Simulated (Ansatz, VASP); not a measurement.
## One calculation of Hf, two programs

Contents of INCAR:

```
SYSTEM = Hf
PREC = Accurate
ENCUT = 520
EDIFF = 1E-6
ISMEAR = -1
SIGMA = 0.03
LREAL = .False.
LASPH = .True.
NELM = 100
ALGO = Normal
ISIF = 2
LWAVE = .False.
LCHARG = .False.
NBANDS = 11
```

KPOINTS

```
regular mesh
0
Gamma
  13 13 13
  0 0 0
```

POSCAR

```
Hf
1.0
    0.0444000000      2.2422000000      2.2422000000
    2.2422000000      0.0444000000      2.2422000000
    2.2422000000      2.2422000000      0.0444000000
Hf
1
Direct
    0.0000000000      0.0000000000      0.0000000000
```

Input for Ansatz:

```yaml
crystal:
  lattice:
    - [0.0444, 2.2422, 2.2422]
    - [2.2422, 0.0444, 2.2422]
    - [2.2422, 2.2422, 0.0444]
  atoms:
    - { symbol: Hf, position: [0.0, 0.0, 0.0] }
kpoints:
  mp_grid: { grid: [13, 13, 13] }
  band_path:
    path:
      - [0.0, 0.0, 0.0]
      - [0.5, 0.5, 0.5]
      - [0.2451701269, 0.5, 0.7548298731]
      - [-0.2451701269, 0.2451701269, 0.5]
      - [0.0, 0.0, 0.5]
      - [0.0, 0.0, 0.0]
      - [-0.3725850634, 0.0, 0.3725850634]
      - [0.0, 0.3725850634, 0.6274149366]
      - [0.0, 0.5, 0.5]
    npoints: 5
scf:
  occupations: { method: fermi_dirac, width: 0.03 }
hamiltonian:
  xc: lda
  pseudopotentials: { kind: all_electron, lapw: { basis_error: 0.001 } }
output:
  forces: true
  stress: true
  eigenvalues: true
```

Change from the starting cell: equal xy, yz and zx shear strains of +2 %.

Alike in both runs: task single point; functional LDA; k mesh 13 × 13 × 13; occupations fermi-dirac, width 0.03 eV; no spin polarisation.

|  | VASP | Ansatz |
| --- | --- | --- |
| version | VASP 6.6.1 | Ansatz 0.2.0 |
| potentials or method | VASP PAW LDA potentials, release 64 (Hf_pv) | all-electron LAPW, scalar-relativistic |
| plane-wave cutoff (eV) | 520 | see its input |

```tsv
	VASP	Ansatz	Ansatz less VASP
pressure (GPa)	-5.5	-5.5	+0.02
largest component of the traceless stress (GPa)	1.18	1.20	+0.030
```

Ansatz ran all-electron here, so the differences hold the error of VASP's frozen core and of both bases.

The runs have no spin-orbit coupling, so splittings on Hf are missing.
